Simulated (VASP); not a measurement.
W, 1 atom in the cell. It takes space group Fm-3m (No. 225, cubic). The conventional cell has a = 4.060 Å, b = 4.060 Å, c = 4.060 Å, α = 90.00°, β = 90.00°, γ = 90.00°. W (site symmetry m-3m) is surrounded by 12 W at 2.87 Å. This isn't the form of W at room conditions, which is bcc.

* Program: VASP 6.6.1
* Task: single point
* Functional: PBE
* Potentials or basis: VASP PAW PBE potentials, release 64 (W_sv)
* Cutoff: 520 eV
* k mesh: 11 × 11 × 11
* Occupations: gaussian, width 0.1 eV
* Spin: no spin polarisation
* Further INCAR settings: ALGO = Normal; EDIFF = 1.00e-06; NBANDS = 13

Potentials or basis: VASP PAW PBE potentials, release 64 (W_sv).

Command:

```console
$ python run.py
```

Hardware: 1 thread of AMD EPYC 9R45 (Zen 5), with other jobs on the host.

**Question.** How long does it take, and how much memory?

**Answer.** Run time: 12 s on 1 thread of AMD EPYC 9R45 (Zen 5), with other jobs on the host, peak memory 0.11 GiB. Counts: scf iterations 11, k points 56.
